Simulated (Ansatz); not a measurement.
Level of theory: DFT PBE, scalar-relativistic, plane waves, PAW in Ansatz. All cells share a 420 eV cutoff and Γ-centred k meshes spaced at most about 0.3 Å⁻¹ (about 0.25 or finer for metals, 2π included). No spin polarisation in the final relaxations.

These are static total energies at zero pressure. All come from trial cells, and lower structures may exist.

Task: Which of these relaxed structures of B is the lowest in energy?
1. Space group Fmmm (No. 69), orthorhombic, a = 1.712 Å, b = 2.965 Å, c = 7.988 Å. Around B lie 6 B at 1.71 Å.
2. Space group Im-3m (No. 229), cubic, a = 3.567 Å. B has 4 B at 1.78 Å.

Result: 1. It has space group Fmmm (No. 69); the next, 2, with space group Im-3m (No. 229), lies 0.38 eV/atom higher. Counting all near atoms (those within 1.25 times the shortest such distance or 1.15 times the sum of covalent radii, 1.27 where that leaves under three), the lowest has B 6 and the next has B 4.

No dispersion correction is applied, so the spacing and binding between layers, chains or molecules are poorly described (Fmmm), and this can change margins and order among such cells. Cells relaxed within their symmetry can be saddle points. The part of the Crystallography Open Database at hand lists B in space groups No. 58, 134, 166; no cell shown has one of them. Some structure types and database cells were kept out of the candidates from the start, so a known form may be missing.
